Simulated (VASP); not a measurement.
# SnO2 (strained fluorite): a PBE single-point calculation in VASP

INCAR

```
EDIFF = 1E-7
LWAVE = .FALSE.
ISIF = 2
LCHARG = .FALSE.
NELM = 120
LREAL = .FALSE.
IBRION = -1
GGA = PE
ISMEAR = -1
ENCUT = 520
NSW = 0
LASPH = .TRUE.
SIGMA = 0.02
NBANDS = 20
PREC = Accurate
```

KPOINTS

```
KPOINTS created by Atomic Simulation Environment
0
Gamma
8 8 8
0 0 0
```

KPOINTS_OPT

```
special points
6
Reciprocal
0.0000000000 0.0000000000 0.0000000000 1
0.5000000000 0.0000000000 0.5000000000 1
0.6250000000 0.2500000000 0.6250000000 1
0.3750000000 0.3750000000 0.7500000000 1
0.5000000000 0.5000000000 0.5000000000 1
0.5000000000 0.2500000000 0.7500000000 1
```

POSCAR

```
Sn O
 1.0000000000000000
    -0.0187476556000000    2.5334669704000001    2.5334669704000001
     2.5334669704000001   -0.0187476556000000    2.5334669704000001
     2.5147193148000002    2.5147193148000002    0.0000000000000000
 Sn  O
   1   2
Cartesian
  0.0000000000000000  0.0000000000000000 -0.0000000000000000
  1.2573596574000001  1.2573596574000001  1.2687865076305600
  3.7720789721999997  3.7720789721999997  3.7981474331694405
```

VASP ran with the recommended PBE PAW datasets (26 valence electrons in the cell).

Command

```
mpirun -np 1 vasp_std
```

OSZICAR

```
N       E                     dE             d eps       ncg     rms          rms(c)
DAV:   1     0.240068885509E+03    0.24007E+03   -0.13597E+04  4212   0.204E+03
DAV:   2     0.462027005328E+01   -0.23545E+03   -0.22286E+03  4004   0.503E+02
DAV:   3    -0.203961189668E+02   -0.25016E+02   -0.24729E+02  4396   0.135E+02
DAV:   4    -0.210577724352E+02   -0.66165E+00   -0.66107E+00  4280   0.227E+01
DAV:   5    -0.210719900567E+02   -0.14218E-01   -0.14217E-01  4852   0.345E+00    0.110E+01
DAV:   6    -0.178544699684E+02    0.32175E+01   -0.11005E+01  5772   0.569E+01    0.392E+00
DAV:   7    -0.178808811216E+02   -0.26411E-01   -0.68455E-01  4132   0.590E+00    0.196E+00
DAV:   8    -0.178677000290E+02    0.13181E-01   -0.64954E-02  4296   0.259E+00    0.367E-01
DAV:   9    -0.178657684279E+02    0.19316E-02   -0.11175E-02  5680   0.166E+00    0.827E-02
DAV:  10    -0.178662836205E+02   -0.51519E-03   -0.13339E-03  4204   0.375E-01    0.196E-02
DAV:  11    -0.178662877990E+02   -0.41784E-05   -0.46309E-05  5176   0.101E-01    0.137E-02
DAV:  12    -0.178662888657E+02   -0.10667E-05   -0.62319E-06  4216   0.204E-02    0.407E-03
DAV:  13    -0.178662888269E+02    0.38793E-07   -0.12077E-06  4372   0.126E-02    0.114E-03
DAV:  14    -0.178662888957E+02   -0.68805E-07   -0.72323E-08  3604   0.354E-03
   1 F= -.17866289E+02 E0= -.17866287E+02  d E =-.301186E-05
       N       E                     dE             ncg
DAV:   1     0.488751057831E+04   -0.45680E+04      268
DAV:   2     0.353166595414E+04   -0.13558E+04      260
DAV:   3     0.339800903350E+04   -0.13366E+03      280
DAV:   4     0.339470709767E+04   -0.33019E+01      264
DAV:   5     0.339463787836E+04   -0.69219E-01      304
DAV:   6     0.339463510175E+04   -0.27766E-02      292
DAV:   7     0.339463496457E+04   -0.13718E-03      332
DAV:   8     0.339463496394E+04   -0.63568E-06      276
DAV:   9     0.339463496392E+04   -0.15130E-07      180
```

From OUTCAR

```
k-points           NKPTS =     95   k-points in BZ     NKDIM =     95   number of bands    NBANDS=     20

   NELECT =      26.0000    total number of electrons

   dimension x,y,z NGX =    28 NGY =   28 NGZ =   28
   dimension x,y,z NGXF=    56 NGYF=   56 NGZF=   56

  energy-cutoff  :      520.00
  volume of cell :       32.52
      direct lattice vectors                 reciprocal lattice vectors
    -0.018747656  2.533466970  2.533466970    -0.195908289  0.195908289  0.197358010
     2.533466970 -0.018747656  2.533466970     0.195908289 -0.195908289  0.197358010
     2.514719315  2.514719315  0.000000000     0.198829347  0.198829347 -0.197358010

 k-points in reciprocal lattice and weights: KPOINTS created by Atomic Simulation Env
   0.00000000  0.00000000  0.00000000       0.002
   0.12500000  0.00000000  0.00000000       0.008
   0.25000000  0.00000000  0.00000000       0.008
   0.37500000  0.00000000  0.00000000       0.008
   0.50000000  0.00000000  0.00000000       0.004
   0.12500000  0.12500000  0.00000000       0.004
   0.25000000  0.12500000  0.00000000       0.008
   0.37500000  0.12500000  0.00000000       0.008
   ...

 E-fermi :   8.2003

 k-point     1 :       0.0000    0.0000    0.0000
  band No.  band energies     occupation
      1     -12.5285      2.00000
      2     -12.5272      2.00000
      3     -12.5252      2.00000
      4     -12.3682      2.00000
      5     -12.3681      2.00000
      6     -11.6942      2.00000
      7      -7.7420      2.00000
      8       5.0663      2.00000
      9       5.1027      2.00000
     10       5.1456      2.00000
     11       6.5908      2.00000
     12       6.6391      2.00000
     13       6.6889      2.00000
     14       8.3214      0.00467
     15      15.0188      0.00000
     16      15.1728      0.00000
     17      15.3230      0.00000
     18      21.5636      0.00000
     19      23.3680      0.00000
     20      23.3715      0.00000

 k-point     2 :       0.1250    0.0000    0.0000
  band No.  band energies     occupation
      1     -12.5973      2.00000
      2     -12.5155      2.00000
      3     -12.5129      2.00000
      4     -12.3688      2.00000
      5     -12.3683      2.00000
      6     -11.5240      2.00000
      7      -7.7361      2.00000
      8       4.5171      2.00000
      9       5.0127      2.00000
     10       5.0587      2.00000
     11       5.7775      2.00000
     12       6.4901      2.00000
     13       6.5473      2.00000
     14       9.6407      0.00000
     15      14.9629      0.00000
     16      15.5129      0.00000
     17      15.7103      0.00000
     18      22.5988      0.00000
     19      23.4119      0.00000
     20      23.4392      0.00000

 k-point     3 :       0.2500    0.0000    0.0000
  band No.  band energies     occupation
      1     -12.7781      2.00000
      2     -12.4918      2.00000
      3     -12.4897      2.00000
      4     -12.3640      2.00000
      5     -12.3615      2.00000
      6     -10.9983      2.00000
      7      -7.8473      2.00000
      8       3.3113      2.00000
      9       4.8435      2.00000
     10       4.8636      2.00000
     11       4.9669      2.00000
     12       6.2502      2.00000
     13       6.2838      2.00000
     14      11.3512      0.00000
     15      15.1235      0.00000
     16      16.5297      0.00000
     17      16.7318      0.00000
     18      23.5030      0.00000
     19      23.5933      0.00000
     20      24.2772      0.00000

 k-point     4 :       0.3750    0.0000    0.0000
  band No.  band energies     occupation
      1     -12.9552      2.00000
      2     -12.4799      2.00000
      3     -12.4785      2.00000
      4     -12.3471      2.00000
      5     -12.3423      2.00000
      6     -10.1987      2.00000
      7      -8.2820      2.00000
      8       2.4550      2.00000
      9       4.3715      2.00000
     10       4.6866      2.00000
     11       4.6955      2.00000
     12       6.0148      2.00000
     13       6.0214      2.00000
     14      12.5235      0.00000
     15      15.7081      0.00000
     16      17.7688      0.00000
     17      17.9648      0.00000
     18      23.4819      0.00000
     19      23.6575      0.00000
     20      24.1291      0.00000

 k-point     5 :       0.5000    0.0000    0.0000
  band No.  band energies     occupation
      1     -13.0258      2.00000
      2     -12.4783      2.00000
      3     -12.4771      2.00000
      4     -12.3367      2.00000
      5     -12.3309      2.00000
      6      -9.5389      2.00000
      7      -8.8106      2.00000
      8       2.1819      2.00000
      9       4.1349      2.00000
     10       4.6178      2.00000
     11       4.6399      2.00000
     12       5.9126      2.00000
     13       5.9186      2.00000
     14      12.9360      0.00000
     15      16.0565      0.00000
     16      18.4062      0.00000
     17      18.5940      0.00000
     18      23.3675      0.00000
     19      23.5945      0.00000
     20      23.7301      0.00000

 k-point     6 :       0.1250    0.1250    0.0000
  band No.  band energies     occupation
      1     -12.6229      2.00000
      2     -12.5025      2.00000
      3     -12.5014      2.00000
      4     -12.3783      2.00000
      5     -12.3614      2.00000
      6     -11.4859      2.00000
      7      -7.7101      2.00000
      8       4.5166      2.00000
      9       4.5941      2.00000
     10       4.8136      2.00000
     11       5.4642      2.00000
     12       6.8476      2.00000
     13       6.9282      2.00000
     14       9.7379      0.00000
     15      14.5058      0.00000
     16      15.8064      0.00000
     17      16.0943      0.00000
     18      22.4982      0.00000
     19      23.5567      0.00000
     20      23.6992      0.00000

 k-point     7 :       0.2500    0.1250    0.0000
  band No.  band energies     occupation
      1     -12.7442      2.00000
      2     -12.5008      2.00000
      3     -12.4757      2.00000
      4     -12.3860      2.00000
      5     -12.3526      2.00000
      6     -11.0964      2.00000
      7      -7.7380      2.00000
      8       3.2410      2.00000
      9       4.1884      2.00000
     10       4.2681      2.00000
     11       5.7502      2.00000
     12       6.6896      2.00000
     13       6.9013      2.00000
     14      10.9775      0.00000
     15      14.4138      0.00000
     16      16.6471      0.00000
     17      17.0557      0.00000
     18      22.3688      0.00000
     19      23.7990      0.00000
     20      25.2574      0.00000

 k-point     8 :       0.3750    0.1250    0.0000
  band No.  band energies     occupation
      1     -12.8940      2.00000
      2     -12.5184      2.00000
      3     -12.4604      2.00000
      4     -12.3827      2.00000
      5     -12.3372      2.00000
      6     -10.3790      2.00000
      7      -8.0369      2.00000
      8       2.1198      2.00000
      9       3.8624      2.00000
     10       3.9859      2.00000
     11       5.7731      2.00000
     12       6.2879      2.00000
     13       6.7199      2.00000
     14      12.1582      0.00000
     15      15.1915      0.00000
     16      17.5653      0.00000
     17      18.2078      0.00000
     18      21.8164      0.00000
     19      24.0198      0.00000
     20      26.0141      0.00000

 k-point     9 :       0.5000    0.1250    0.0000
  band No.  band energies     occupation
      1     -12.9825      2.00000
      2     -12.5336      2.00000
      3     -12.4582      2.00000
      4     -12.3704      2.00000
      5     -12.3309      2.00000
      6      -9.5395      2.00000
      7      -8.6574      2.00000
      8       1.5887      2.00000
      9       3.6918      2.00000
     10       4.0795      2.00000
     11       5.2329      2.00000
     12       6.4235      2.00000
     13       6.4845      2.00000
     14      12.7905      0.00000
     15      16.0998      0.00000
     16      18.1767      0.00000
     17      18.8657      0.00000
     18      21.2721      0.00000
     19      23.8542      0.00000
     20      25.9789      0.00000

 k-point    10 :      -0.3750    0.1250    0.0000
  band No.  band energies     occupation
      1     -12.9497      2.00000
      2     -12.5475      2.00000
      3     -12.4601      2.00000
      4     -12.3623      2.00000
      5     -12.3480      2.00000
      6      -9.7531      2.00000
      7      -8.4983      2.00000
      8       1.6782      2.00000
      9       3.8979      2.00000
     10       4.4821      2.00000
     11       4.7666      2.00000
     12       6.1104      2.00000
     13       6.8143      2.00000
     14      12.6962      0.00000
     15      16.0467      0.00000
     16      18.2302      0.00000
     17      18.3327      0.00000
     18      21.4823      0.00000
     19      23.6211      0.00000
     20      26.0974      0.00000

 ...

  Total        2.0365168      2.0365168      2.0345524      0.0764727      0.0000000      0.0000000
  in kB      100.3336538    100.3336538    100.2368719      3.7676005      0.0000000      0.0000000
  external PRESSURE =     100.3013932 kB  Pullay stress =       0.0000000 kB

 POSITION                                       TOTAL-FORCE (eV/Angst)
 -----------------------------------------------------------------------------------
      0.00000      0.00000      0.00000         0.000000      0.000000     -0.000000
      1.25736      1.25736      1.26879        -0.000000     -0.000000      0.021400
      3.77208      3.77208      3.79815         0.000000      0.000000     -0.021400
 -----------------------------------------------------------------------------------
    total drift:                                0.000000     -0.000000      0.000000

  FREE ENERGIE OF THE ION-ELECTRON SYSTEM (eV)
  ---------------------------------------------------
  free  energy   TOTEN  =       -17.8662888957 eV

  energy  without entropy=      -17.8662858838  energy(sigma->0) =      -17.86628739
```

| Quantity | Value |
| --- | --- |
| gap between bands v and c | 0.28 eV |
| least direct gap | 1.63 eV |
| pressure | 10.0 GPa |
| largest force | 0.02 eV/Å |

Band v is the last that the valence electrons fill when counted band by band, and c is the next.

The run took about 94 s on one core of a shared host (Intel Xeon Platinum 8488C) and held 0.23 GiB at most.
